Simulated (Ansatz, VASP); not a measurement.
**SiC in VASP and in Ansatz**

```
Si C
1.0
     0.00000    2.19378    2.19378
     2.19378    0.00000    2.19378
     2.08117    2.08117    0.11261
Si C
1 1
Cartesian
  0.0000 0.0000 0.0000
  3.2062 3.2062 3.3751
```

Alike in both runs: task single point; functional PBE; k mesh 12 × 12 × 12; occupations gaussian, width 0.05 eV; no spin polarisation.

```csv
,VASP,Ansatz
version,VASP 6.6.1,Ansatz 0.2.0
potentials or method,"VASP PAW PBE potentials, release 64 (Si, C)","scalar-relativistic, plane waves, PAW"
plane-wave cutoff (eV),520,520
valence electrons in the cell,8,8
```

|  | VASP | Ansatz | Ansatz less VASP |
| --- | --- | --- | --- |
| gap on the k mesh at the Fermi level (eV) | 0.92 | 0.93 | +0.008 |
| least direct gap on the mesh (eV) | 3.98 | 3.99 | +0.008 |
| pressure (GPa) | 20.6 | 20.7 | +0.10 |
| largest component of the traceless stress (GPa) | 18.32 | 18.27 | -0.056 |
| rms of the force components (eV/Å) | 0.857 | 0.858 | +0.0015 |

Atom by atom the forces differ by 0.002 eV/Å (rms over components).

Caveats: so large a pressure means that the cell lies far from this level's equilibrium, or that cutoff or potentials fall short (VASP); forces of over 1 eV/Å show positions far from the minimum, so gaps and moduli don't describe the material at rest. A k mesh can miss the band edges.
